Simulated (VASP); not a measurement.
## Sb under changes of volume

One of the cells (26.436 Å³/atom); the others are scaled copies at fixed shape and fractional positions:

```
Sb
1.0
     0.00000    2.36441    2.36441
     2.36441    0.00000    2.36441
     2.36441    2.36441    0.00000
Sb
1
Direct
  0.00000 0.00000 0.00000
```

This isn't the form of Sb at room conditions, which is rhombohedral.

- Program: VASP 6.6.1
- Functional: PBEsol
- Potentials or basis: VASP PAW PBE potentials, release 64 (Sb)
- Cutoff: 520 eV
- k mesh: 8 × 8 × 8
- Occupations: fermi-dirac, width 0.05 eV
- Spin: no spin polarisation

```csv
volume (Å³/atom),energy over the lowest point (meV/atom),pressure (GPa)
25.379,10.80,3.1
25.908,?,?
26.436,0.00,0.0
26.965,1.77,-1.3
27.494,7.73,-2.5
```

Question: What does the run at 25.908 Å³/atom give?

Answer: Energy over the lowest point 2.86 meV/atom; pressure 1.5 GPa.

Worked out: A Birch-Murnaghan fit of order 2 (a polynomial in V^(-2/3)) to the other rows has its minimum at 26.49 Å³/atom with B0 = V·E''(V) = 69 GPa. It gives 2.84 meV/atom at 25.908 Å³/atom, against the run's 2.86, and -dE/dV = 1.6 GPa, against 1.5.

Energies are extrapolated to zero smearing.

Caveats: the PAW data sets were made with another functional, which shifts forces and pressure a little.
